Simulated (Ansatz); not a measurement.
# KTaO3 (Pm-3m) in Ansatz: a series of runs, part 2 of 2

Ansatz 0.2.0.

## (3) Relaxation of cell and atoms, r2SCAN+U

input.yaml

```yaml
crystal:
  lattice:
    - [3.9883, 0.0, 0.0]
    - [0.0, 3.9883, 0.0]
    - [0.0, 0.0, 3.9883]
  atoms:
    - { symbol: Ta, position: [0.0, 0.0, 0.0] }
    - { symbol: K, position: [0.5, 0.5, 0.5] }
    - { symbol: O, position: [0.0, 0.0, 0.5] }
    - { symbol: O, position: [0.0, 0.5, 0.0] }
    - { symbol: O, position: [0.5, 0.0, 0.0] }
hamiltonian:
  xc: r2scan
  pseudopotentials: { kind: paw }
  hubbard: { sites: [{ species: Ta, l: d, u_eff: 1.0 }] }
kpoints:
  mp_grid: { grid: [7, 7, 7] }
scf:
  occupations: { method: fermi_dirac, width: 0.05 }
output:
  forces: true
  stress: true
  eigenvalues: true
relax:
  f_tol: 0.01
  max_steps: 40
  cell: { stress_tol: 0.05 }
```

Potentials or basis: Ansatz PAW.

On the command line:

```sh
> ansatz run input.yaml --threads 2 --pin off --max-ram 5632MiB --backend cpu --events-out ev --progress --plain --runs-dir out
```

What it wrote:

```text
Warning: RAYON_NUM_THREADS=2 ignored (pool sized by the plan → 2); use --threads N
Ta: projections on atomic orbitals take those of the free atom [Kr 4d10 4f14] 5s2 5p6 5d3 6s2, of charge +0.00 (hamiltonian.pseudopotentials.projection_atoms); the dataset's partial waves leave at most 6.0e-5 of an orbital's norm unspanned inside its sphere
K: projections on atomic orbitals take those of the free atom [Ne] 3s2 3p6 4s1, of charge +0.00 (hamiltonian.pseudopotentials.projection_atoms); the dataset's partial waves leave at most 2.3e-7 of an orbital's norm unspanned inside its sphere
O: projections on atomic orbitals take those of the free atom [He] 2s2 2p4, of charge +0.00 (hamiltonian.pseudopotentials.projection_atoms); the dataset's partial waves leave at most 1.9e-8 of an orbital's norm unspanned inside its sphere
Engine: ansatz 0.2.0, aarch64-unknown-linux-gnu
Pseudopotentials: kind: paw
Pseudopotential: Ta, paw, valence charge 13, recommended cutoff 500 eV (meta_gga), Ta.paw.azcp
Pseudopotential: K, paw, valence charge 9, recommended cutoff 500 eV (meta_gga), K.paw.azcp
Pseudopotential: O, paw, valence charge 6, recommended cutoff 500 eV (meta_gga), O.paw.azcp
Functional definition: r2SCAN
  parameter k0 = 0.174
  parameter k1 = 0.065
  parameter a1 = 4.9479
  exchange = r2scan_x(k0 = k0, k1 = k1, a1 = a1)
  correlation = r2scan_c
Crystal: 5 atoms, lattice volume = 63.440 Å³
[... 91 lines left out ...]
--- Stress (GPa, compression-positive) ---
       -0.001372       0.000000       0.000000
        0.000000      -0.001372      -0.000000
        0.000000      -0.000000      -0.001372
  P = ⅓ Tr σ = -0.0014 GPa (-0.014 kbar)
--- Band table (eV; the first three rows and the last of 20) ---
  k-point 0: bands = ["-61.1259", "-26.9131", "-26.9131", "-26.9131", "-19.9779", "-10.1197", "-9.4228", "-9.4228", "-2.7638", "-2.7638", "-2.7638", "5.8988", "5.8988", "5.8988", "7.3200", "7.3200", "7.3200", "7.7549", "7.7549", "7.7549", "11.1571", "11.1571", "11.1571", "15.5402", "15.5402"]
  k-point 1: bands = ["-61.1258", "-26.9314", "-26.9124", "-26.9124", "-19.9728", "-10.0622", "-9.4190", "-9.3124", "-2.7558", "-2.7558", "-2.7389", "5.3939", "5.8838", "5.8838", "7.0486", "7.0486", "7.2225", "7.2300", "7.6611", "7.6611", "11.1843", "11.7271", "11.7271", "15.5470", "16.0119"]
  k-point 2: bands = ["-61.1254", "-26.9722", "-26.9109", "-26.9109", "-19.9613", "-10.0064", "-9.4103", "-8.9575", "-2.7378", "-2.7378", "-2.6824", "4.0718", "5.8594", "5.8594", "6.5012", "6.5012", "6.6022", "7.0379", "7.5746", "7.5746", "11.2469", "12.8744", "12.8744", "15.5604", "16.7365"]
  k-point 19: bands = ["-61.1246", "-26.9966", "-26.9964", "-26.9964", "-19.9235", "-8.6216", "-8.5647", "-8.5647", "-2.9820", "-2.9820", "-2.9430", "2.9984", "3.0379", "3.0379", "4.5105", "4.5918", "4.5918", "8.2950", "8.2950", "8.3465", "15.1004", "15.1543", "15.1543", "18.2630", "18.2630"]
Occupation matrices written to <dir>
--- Relaxed structure (3 steps of the walk, 3 accepted, 1 SCFs on fresh bases) ---
  F+E_penalty+E_count = -13198.37160180 eV   max|allowed force component| = 1.270e-29 eV/Å   (the final SCF, on the basis selected at the relaxed cell)
  cell:  # Å, volume = 63.6158 Å³
    - [3.991978888399326, -1.6049416203226967e-35, -3.209883240645393e-35]
    - [1.7654357823549661e-34, 3.991978888399326, 0.0]
    - [-3.209883240645393e-35, 0.0, 3.991978888399326]
  atoms:
    - { symbol: Ta, position: [6.287694710618563e-37, -2.263570096079834e-37, -6.28769471123343e-38] }
    - { symbol: K, position: [0.49999999999999994, 0.49999999999999994, 0.49999999999999994] }
    - { symbol: O, position: [1.2575389422730378e-36, -7.293725865147209e-37, 0.49999999999999994] }
    - { symbol: O, position: [8.802772595843872e-37, 0.49999999999999994, -6.287694710501446e-38] }
    - { symbol: O, position: [0.49999999999999994, -2.8923395672786633e-37, -6.287694711782399e-38] }
```

occupation_matrices:

```text
# The occupation matrices of the corrected shells as a run of Ansatz 0.0.0 ended. An entry of
# hamiltonian.hubbard.sites starts from them by `starting_ns: <path of this file>`, where that key's refused
# combinations let it.
# Free energy -13198.371602 eV.
# projection_atom_Ta: [Kr 4d10 4f14] 5s2 5p6 5d3 6s2
# projection_atom_K: [Ne] 3s2 3p6 4s1
[... 18 lines left out ...]
occupation_matrices: # on the real harmonics m = 0, +1, -1, ... of the Cartesian axes; of spinors up first
  site0_d:
    matrix:
      - [0.33160975402108966, 0.0, 0.0, -2.0599841277224584e-17, -1.0842021724855044e-19]
      - [0.0, 0.2527808775380582, -1.5924219408380846e-19, 0.0, 0.0]
      - [0.0, -1.3552527156068805e-19, 0.25278087753805817, 0.0, 0.0]
      - [-1.2902005852577503e-17, 0.0, 0.0, 0.33160975402108955, 2.710505431213761e-20]
      - [-1.0842021724855044e-19, 0.0, 0.0, 4.743384504624082e-20, 0.25278087753805817]
```

Run time: 13 s. Hardware: 2 threads of Arm Neoverse V1, shared host; peak memory 0.51 GiB.

What came out:

- Free energy: -13198.3716 eV
- Relaxed volume: 12.72 Å³/atom
- Relaxed cell: a = 3.992 Å, b = 3.992 Å, c = 3.992 Å, α = 90.00°, β = 90.00°, γ = 90.00°
- Space group after relaxing (to 0.05 Å): Pm-3m (No. 221)
- Energy gained by relaxing: 0.1 meV/atom
- Ionic steps: 4
- Pressure after relaxing: 0.0 GPa
- Band gap on the k mesh: 2.81 eV, indirect (least direct gap 3.40 eV)

The path:
| step | energy change (eV) | largest force (eV/Å) | volume (Å³) |
| --- | --- | --- | --- |
| 1 | 0.0000 | 0.0000 | 63.44 |
| 2 | -0.0002 | 0.0000 | 63.66 |
| 3 | -0.0002 | 0.0000 | 63.62 |
| 4 | -0.0003 | 0.0000 | 63.62 |

Final structure:
```
Ta K O
1.0
     3.99198    0.00000    0.00000
     0.00000    3.99198    0.00000
     0.00000    0.00000    3.99198
Ta K O
1 1 3
Cartesian
  0.0000 0.0000 0.0000
  1.9960 1.9960 1.9960
  0.0000 0.0000 1.9960
  0.0000 1.9960 0.0000
  1.9960 0.0000 0.0000
```

Eigenvalues of the final occupation matrices:
```tsv
site	spin	trace	eigenvalues
site 1	1	1.42	0.25 0.25 0.25 0.33 0.33
```

Caveat: odd divisions of the mesh miss points on the zone boundary, where band edges often lie, so the gap on the mesh can be too wide; the plane-wave basis is chosen anew once the cell has moved, so the energies of steps on either side of that aren't comparable; spin-orbit coupling is left out, which moves the levels of the heavy elements; the PAW data sets come from PBE, with cores solved anew for the run's functional, which leaves a small shift of forces and pressure. A k mesh can miss the band edges.
